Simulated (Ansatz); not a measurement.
Crystal: Fe.

```xyz
1
Lattice="0.0000 1.9417 1.9651 1.4984 0.0000 1.9651 1.4984 1.9417 0.0000" Properties=species:S:1:pos:R:3 pbc="T T T"
Fe    0.0000    0.0000    0.0000
```

- Program: Ansatz 0.2.0
- Task: relaxation of cell and atoms
- Functional: PBEsol
- Dispersion: D3(BJ)
- Potentials or basis: Ansatz PAW
- Cutoff: 420 eV (not typed: the program's choice for these potentials)
- k mesh: 13 × 13 × 13
- Occupations: fermi-dirac, width 0.05 eV
- Spin: collinear spin, ferromagnetic start
- Starting moments: [3.0] μB

At the start: volume 11.44 Å³/atom.

Question: Where does the relaxation end?

Answer: It ends after 6 steps and the volume is 10.55 Å³/atom (-7.8 %); space group Im-3m (No. 229, to 0.05 Å); moment 2.02 μB per cell.

Step by step:
| step | energy change (eV) | largest force (eV/Å) | volume (Å³) |
| --- | --- | --- | --- |
| 1 | 0.0000 | 0.0000 | 11.44 |
| 2 | -0.0492 | 0.0000 | 10.92 |
| 3 | -0.0651 | 0.0000 | 10.43 |
| 4 | -0.0662 | 0.0000 | 10.56 |
| 5 | -0.0662 | 0.0000 | 10.55 |
| 6 | -0.0657 | 0.0000 | 10.55 |

Final structure:
```
CELL_PARAMETERS angstrom
0.00000 1.95365 1.95381
1.38179 0.00000 1.95381
1.38179 1.95365 0.00000
ATOMIC_POSITIONS crystal
Fe 0.00000 0.00000 0.00000
```

Caveat: the plane-wave basis is chosen anew once the cell has moved, so the energies of steps on either side of that aren't comparable; pairwise dispersion overbinds metals, which lowers pressure and volume; the PAW data sets come from PBE, with cores solved anew for the run's functional, which leaves a small shift of forces and pressure.
